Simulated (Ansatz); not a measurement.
# How far is this Si2Se from the hull?

These are results of DFT PBE, scalar-relativistic, plane waves, PAW (Ansatz 0.2.0), not measurements. All cells share a 420 eV cutoff and Γ-centred k meshes spaced at most about 0.3 Å⁻¹ (about 0.25 or finer for metals, 2π included). No spin polarisation.

Energies over the elements count from the elements' standard structures at the same level, with no fitted energy shifts.

Temperature and zero-point effects are left out. No dispersion correction is applied, so the spacing and binding between layers, chains or molecules are poorly described (SiSe2 Ibam). The reference form of Se is held partly by dispersion forces, which this level lacks.

The competitors are the elements and 1 reference phase of this chemical system (from databases or known types: SiSe2), relaxed at the same level; other known phases may be missing.

The candidate was reached from: 4-, 6-connected net, elements by coordination.

```
Si Se
1.0
     3.35026    0.00000    0.00000
    -1.67513    2.90141    0.00000
     0.00000    0.00000    6.05781
Si Se
2 1
Direct
  0.66667 0.33333 0.70088
  0.66667 0.33333 0.29912
  0.00000 0.00000 0.00000
```

Question: Into what would it decompose?

Answer: Its formation energy is 0.587 eV/atom. The lowest competing mixture at this composition is this:

| phase | space group | source | share of atoms | ΔE_f (eV/atom) |
| --- | --- | --- | --- | --- |
| Si | - | element | 0.5000 | -0.0007 |
| SiSe2 | Ibam (No. 72) | Materials Project | 0.5000 | -0.459 |

The lowest database cell of Si (-0.0007) lies slightly below the reference, hence the non-zero entry.

The mixture lies at -0.230 eV/atom, and the candidate lies 0.82 eV/atom above it. The candidate matches no cell in the subsets of the Crystallography Open Database and the Materials Project at hand. The margin is far too high for a likely synthesis. Shaken at random and relaxed again it fell by 0.38 eV/atom, so it probably isn't a firm minimum. It holds Si–Si pairs (shortest 2.43 Å).
